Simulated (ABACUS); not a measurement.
# MgB2 (P6/mmm) in ABACUS: equation of state

How stiff is MgB2 in PBEsol, and what volume does it want? The cell is scaled to several volumes.

Program: ABACUS 3.10.1. These are calculated values, not measurements. Logs are shortened: lines on timing, memory, paths and dates and some standing lists are left out, and cuts for length are marked.

## Step 1: The structure

Symmetry: P6/mmm, No. 191, hexagonal system. Conventional cell: a = 3.085 Å, b = 3.085 Å, c = 3.523 Å, α = 90.00°, β = 90.00°, γ = 120.00°. Around Mg (site symmetry 6/mmm) lie 12 B at 2.51 Å. Around B (site symmetry -6m2) lie 3 B at 1.78 Å.

## Step 2: Equation of state, PBEsol, 9.10 Å³/atom (volume scaled by 0.94)

Contents of INPUT:

```
INPUT_PARAMETERS
suffix              MgB2
calculation         scf
basis_type          pw
pseudo_dir          ./
symmetry            1
dft_functional      pbesol
ecutwfc             84
pseudo_rcut         7
nspin               1
nbands              12
ks_solver           dav
smearing_method     fd
smearing_sigma      0.00367493
scf_thr             1e-08
scf_nmax            100
mixing_type         broyden
mixing_beta         0.7
cal_force           1
cal_stress          1
kpar                4
```

Contents of STRU:

```
ATOMIC_SPECIES
Mg 24.3050 Mg.upf
B 10.8100 B.upf

LATTICE_CONSTANT
1.8897261246

LATTICE_VECTORS
3.0220231454 0.0000000000 0.0000000000
-1.5110115727 2.6171488148 0.0000000000
0.0000000000 0.0000000000 3.4510818610

ATOMIC_POSITIONS
Direct

Mg
0.0
1
0.0000000000 0.0000000000 0.0000000000 1 1 1

B
0.0
2
0.6666666667 0.3333333333 0.5000000000 1 1 1
0.3333333333 0.6666666667 0.5000000000 1 1 1
```

Contents of KPT:

```
K_POINTS
0
Gamma
10 10 8 0 0 0
```

Potentials or basis: PseudoDojo NC SR 0.4.1 PBEsol standard, plane waves.

Started as:

```console
$ OMP_NUM_THREADS=1 mpirun -np 4 abacus > log
```

running log:

```text
ABACUS v3.10.1

               Atomic-orbital Based Ab-initio Computation at UStc

 ------------------------------------------------------------------------------------

 READING GENERAL INFORMATION
                           global_out_dir = OUT.MgB2/
                           global_in_card = INPUT
                               pseudo_dir = ./
                              orbital_dir =
                                    DSIZE = 4
                                    GSIZE = 1

 READING UNITCELL INFORMATION
                                    ntype = 2
                  lattice constant (Bohr) = 1.88973
              lattice constant (Angstrom) = 1

 READING ATOM TYPE 1
                               atom label = Mg
                      L=0, number of zeta = 1
                      L=1, number of zeta = 1
                      L=2, number of zeta = 1
             number of atom for this type = 1

 READING ATOM TYPE 2
                               atom label = B
                      L=0, number of zeta = 1
                      L=1, number of zeta = 1
                      L=2, number of zeta = 1
             number of atom for this type = 2

                        TOTAL ATOM NUMBER = 3
DIRECT COORDINATES
    atom                   x                   y                   z     mag                  vx                  vy                  vz
taud_Mg1            0.0000000000        0.0000000000        0.0000000000  0.0000        0.0000000000        0.0000000000        0.0000000000
taud_B1            0.6666666667        0.3333333333        0.5000000000  0.0000        0.0000000000        0.0000000000        0.0000000000
taud_B2            0.3333333333        0.6666666667        0.5000000000  0.0000        0.0000000000        0.0000000000        0.0000000000

                          Volume (Bohr^3) = 184.195
                             Volume (A^3) = 27.2949

 Lattice vectors: (Cartesian coordinate: in unit of a_0)
             +3.02202                  +0                  +0
             -1.51101            +2.61715                  +0
                   +0                  +0            +3.45108
 Reciprocal vectors: (Cartesian coordinate: in unit of 2 pi/a_0)
            +0.330904           +0.191048                  -0
                   -0           +0.382095                  -0
                   +0                  -0           +0.289764
 The esolver type has been set to : ksdft_pw

                PAO radial cut off (Bohr) = 7

 Read in pseudopotential file is Mg.upf
                     pseudopotential type = NC
          exchange-correlation functional = PBESOL
                 nonlocal core correction = 0
                        valence electrons = 10
                                     lmax = 1
                           number of zeta = 3
                     number of projectors = 4
                           L of projector = 0
                           L of projector = 0
                           L of projector = 1
                           L of projector = 1
                PAO radial cut off (Bohr) = 7

 Read in pseudopotential file is B.upf
                     pseudopotential type = NC
          exchange-correlation functional = PBESOL
                 nonlocal core correction = 1
                        valence electrons = 3
                                     lmax = 1
                           number of zeta = 2
                     number of projectors = 4
                           L of projector = 0
                           L of projector = 0
                           L of projector = 1
                           L of projector = 1
     initial pseudo atomic orbital number = 13

 SETUP THE ELECTRONS NUMBER
            electron number of element Mg = 10
      total electron number of element Mg = 10
             electron number of element B = 3
       total electron number of element B = 6
            AUTOSET number of electrons:  = 16
                           occupied bands = 8
                                   NBANDS = 12
                                   NLOCAL = 27

%%%%%%%%%%%%%%%%%%%%%%%%%%%%%%%%%%%%%%%%%%%%%%%%%%%%%%%%%%%%%%%%%%%%%%%%%%%%%%%%%%%%%%%%%%%%%%%%%%%%%%%%%%
 Warning: the number of valence electrons in pseudopotential > 2 for Mg: [Ne] 3s2
 Pseudopotentials with additional electrons can yield (more) accurate outcomes, but may be less efficient.
 If you're confident that your chosen pseudopotential is appropriate, you can safely ignore this warning.
%%%%%%%%%%%%%%%%%%%%%%%%%%%%%%%%%%%%%%%%%%%%%%%%%%%%%%%%%%%%%%%%%%%%%%%%%%%%%%%%%%%%%%%%%%%%%%%%%%%%%%%%%%

 SETUP THE PLANE WAVE BASIS
 energy cutoff for charge/potential (unit:Ry) = 336
            fft grid for charge/potential = [ 36, 36, 40 ]
                        fft grid division = [ 1, 1, 1 ]
        big fft grid for charge/potential = [ 36, 36, 40 ]
                                     nbxx = 51840
                                     nrxx = 51840

 SETUP PLANE WAVES FOR CHARGE/POTENTIAL
[... 76 lines left out ...]
                             BRAVAIS TYPE = 4
                     BRAVAIS LATTICE NAME = 04. Hexagonal cell
                                    ibrav = 4
                       right hand lattice = 1
                        ROTATION MATRICES = 24
                               nkstot_ibz = 70
K-POINTS REDUCTION ACCORDING TO SYMMETRY
     IBZ    DIRECT_X    DIRECT_Y    DIRECT_Z  WEIGHT  ibz2bz
       1  0.00000000  0.00000000  0.00000000  0.0013       0
       2 -0.10000000  0.10000000  0.00000000  0.0075       1
       3 -0.20000000  0.20000000  0.00000000  0.0075       2
       4 -0.30000000  0.30000000  0.00000000  0.0075       3
       5 -0.40000000  0.40000000  0.00000000  0.0075       4
       6  0.50000000  0.50000000  0.00000000  0.0037       5
[... 22 lines left out ...]
      29  0.00000000  0.00000000  0.25000000  0.0025     200
      30 -0.10000000  0.10000000  0.25000000  0.0150     201
[... 40 further k points ...]

                               nkstot now = 70
[... K-POINTS DIRECT COORDINATES: 70 rows ...]

           k-point number in this process = 18
       minimum distributed K point number = 17
[... stars of the k points ...]

[... K-POINTS CARTESIAN COORDINATES: 18 rows ...]

[... K-POINTS DIRECT COORDINATES: 18 rows ...]

 SETUP PLANE WAVES FOR WAVE FUNCTIONS
     energy cutoff for wavefunc (unit:Ry) = 84
              fft grid for wave functions = [ 36, 36, 40 ]
                    number of plane waves = 3369
                         number of sticks = 241

 PARALLEL PW FOR WAVE FUNCTIONS
     PROC   COLUMNS(POT)             PW
        1            241           3369
 --------------- sum -------------------
        1            241           3369

 SETUP NONLOCAL PSEUDOPOTENTIALS IN PLANE WAVE BASIS
 Mg non-local projectors:
 projector 1 L=0
 projector 2 L=0
 projector 3 L=1
 projector 4 L=1
 B non-local projectors:
 projector 1 L=0
 projector 2 L=0
 projector 3 L=1
 projector 4 L=1
      TOTAL NUMBER OF NONLOCAL PROJECTORS = 24

 Init Non-Local PseudoPotential table :
 Init Non-Local-Pseudopotential done.

                                     npwx = 2419

 Make real space PAO into reciprocal space.
       max mesh points in Pseudopotential = 701
     dq(describe PAO in reciprocal space) = 0.01
                                    max q = 1104

 number of pseudo atomic orbitals for Mg is 3
WARNING: norm of atomic wavefunction # 3 of atomic type Mg is 0.994389, renormalized

 number of pseudo atomic orbitals for B is 2
WARNING: norm of atomic wavefunction # 1 of atomic type B is 0.999867, renormalized
WARNING: norm of atomic wavefunction # 2 of atomic type B is 0.997368, renormalized

 -------------------------------------------
 SELF-CONSISTENT
 -------------------------------------------
                                 init_chg = atomic

 PW ALGORITHM --------------- ION=   1  ELEC=   1--------------------------------

 Density error is 0.335387752175
                          Error Threshold = 0.01
----------------------------------------------------------
     Energy           Rydberg                 eV
----------------------------------------------------------
 E_KohnSham     -130.3136547959      -1773.0082324288
 E_Harris       -132.6280135353      -1804.4966985015
 E_Fermi        0.6544104144         8.9037104667
----------------------------------------------------------
[... 63 lines left out ...]
 Density error is 1.05335030351e-09
                          Error Threshold = 7.27494518738e-11
----------------------------------------------------------
     Energy           Rydberg                 eV
----------------------------------------------------------
 E_KohnSham     -130.3843998074      -1773.9707676909
 E_KS(sigma->0) -130.3841486394      -1773.9673503744
 E_Harris       -130.3843259495      -1773.9697628023
 E_band         -20.7947040275       -282.9264629971
 E_one_elec     -74.2788072404       -1010.6150191129
 E_Hartree      39.9315256991        543.2962793415
 E_xc           -20.6415859672       -280.8431849104
 E_Ewald        -75.3950299629       -1025.8020083760
 E_entropy(-TS) -0.0005023361        -0.0068346330
 E_descf        0.0000000000         0.0000000000
 E_exx          0.0000000000         0.0000000000
 E_Fermi        0.7260598179         9.8785506122
----------------------------------------------------------

 charge density convergence is achieved
 final etot is -1773.9707677 eV
 EFERMI = 9.8785506122 eV

 STATE ENERGY(eV) AND OCCUPATIONS    NSPIN == 1
 1/18 kpoint (Cartesian) = 0.0000 0.0000 0.0000 (2413 pws)
       1       -64.9003     0.00250000
       2       -31.8752     0.00250000
       3       -31.8752     0.00250000
       4       -31.8630     0.00250000
       5       -2.96454     0.00250000
       6        6.75300     0.00250000
       7        10.2570    1.29014e-06
       8        10.2570    1.29014e-06
       9        11.6014    2.71514e-18
      10        16.3867    7.38935e-60
      11        16.3867    7.38935e-60
      12        18.6026    4.18838e-79
[... 57 lines left out ...]
 6/18 kpoint (Cartesian) = 0.16545 0.28657 0.0000 (2386 pws)
       1       -64.8956     0.00750000
       2       -31.9260     0.00750000
       3       -31.8875     0.00750000
       4       -31.8553     0.00750000
       5        1.13465     0.00750000
       6        1.72588     0.00750000
       7        7.58364     0.00750000
       8        10.0233    0.000393359
       9        13.0320    3.05036e-30
      10        13.8402    2.91334e-37
      11        15.4052    7.42936e-51
      12        17.4882    6.00952e-69

[... levels at 12 further k points ...]

------------------------------------------------------------------------------------------
 TOTAL-FORCE (eV/Angstrom)
------------------------------------------------------------------------------------------
                       Mg1         0.0000000000         0.0000000000         0.0000000000
                        B1         0.0000000000         0.0000000000         0.0000000000
                        B2         0.0000000000         0.0000000000         0.0000000000
------------------------------------------------------------------------------------------

----------------------------------------------------------------
 TOTAL-STRESS (KBAR)
----------------------------------------------------------------
        88.3074862238        -0.0000000000         0.0000000000
         0.0000000000        88.3074862198        -0.0000000000
        -0.0000000000         0.0000000000        46.6998223528
----------------------------------------------------------------
 TOTAL-PRESSURE: 74.438265 KBAR

 --------------------------------------------
 !FINAL_ETOT_IS -1773.9707676908594749 eV
 --------------------------------------------
```

Wall time 6.7 s (4 MPI ranks of Intel Xeon Platinum 8488C (Sapphire Rapids), shared host); peak memory 0.28 GiB.

Results:

```
Free energy            : -1773.9708 eV
Pressure               : 7.4 GPa
Band gap on the k mesh : none (metal or under the smearing width)
```

## Step 3: Equation of state, PBEsol, 9.29 Å³/atom (volume scaled by 0.96)

INPUT is that of step 2.

Edit STRU of step 2 so:

```diff
@@ -8,5 +8,5 @@
 LATTICE_VECTORS
-3.0220231454 0.0000000000 0.0000000000
--1.5110115727 2.6171488148 0.0000000000
-0.0000000000 0.0000000000 3.4510818610
+3.0433056997 0.0000000000 0.0000000000
+-1.5216528499 2.6355800475 0.0000000000
+0.0000000000 0.0000000000 3.4753860551
```

KPT is that of step 2.

Potentials or basis: PseudoDojo NC SR 0.4.1 PBEsol standard, plane waves.

Started as:

```console
$ OMP_NUM_THREADS=1 mpirun -np 4 abacus > log
```

Wall time 6.8 s (4 MPI ranks of Intel Xeon Platinum 8488C (Sapphire Rapids), shared host); peak memory 0.28 GiB.

It converged, with:

* Free energy: -1773.9910 eV
* Pressure: 3.8 GPa
* Band gap on the k mesh: none (metal or under the smearing width)

(Continued in part 2 of 2.)
